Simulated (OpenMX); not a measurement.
Crystal: FeO (Wuestite).

```
Fe O
1.0
     0.00000    2.15540    2.15540
     2.15540    0.00000    2.15540
     2.15540    2.15540    0.00000
Fe O
1 1
Direct
  0.00000 0.00000 0.00000
  0.50000 0.50000 0.50000
```

- Program: OpenMX 3.8.5
- Task: single point
- Functional: PBE
- Potentials or basis: OpenMX 2013 PBE set, Fe6.0H-s3p2d1, O6.0-s2p2d1, grid cutoff 350 Ry
- k mesh: 11 × 11 × 11
- Occupations: fermi-dirac, width 0.05 eV
- Spin: collinear spin, ferromagnetic start
- Starting moments: [3.0, 0.0] μB

On this cell: pressure -0.1 GPa; largest force zero by symmetry; net moment 4.00 μB per cell; site moments Fe +3.66; O +0.33 μB; band gap on the k mesh none (metal or under the smearing width).

The same run follows on a disturbed copy (atoms moved at random, drawn with an rms of 0.05 Å):

```
Fe O
1.0
     0.00000    2.15540    2.15540
     2.15540    0.00000    2.15540
     2.15540    2.15540    0.00000
Fe O
1 1
Direct
  0.01050 0.99977 0.02106
  0.51406 0.51299 0.49061
```

**Question.** What does the disturbed cell give?

**Answer.** The energy (extrapolated to zero smearing) moves by +5.5 meV/atom; pressure 0.7 GPa; largest force 0.275 eV/Å; net moment 4.00 μB per cell; site moments Fe +3.66; O +0.34 μB; band gap on the k mesh none (metal or under the smearing width).

Forces on the atoms (eV/Å):
```
Fe  -0.143 -0.151  0.133
O    0.126  0.194 -0.149
```

The forces don't sum to zero, so they hold noise of the program's grid.

Caveats: the transition metal has a single d function, too few for pressures, volumes and moments; the real-space grid is coarse for these elements, which adds noise of up to some 20 meV/atom to energies and shifts forces, pressures and volumes; the basis of atomic orbitals isn't converged, which shifts pressures, moduli and gaps; a cell with one magnetic atom can't hold antiferromagnetic order, which such compounds often take; semilocal functionals often make such compounds metallic where correlation or magnetic order opens a gap, which also shifts bond lengths.
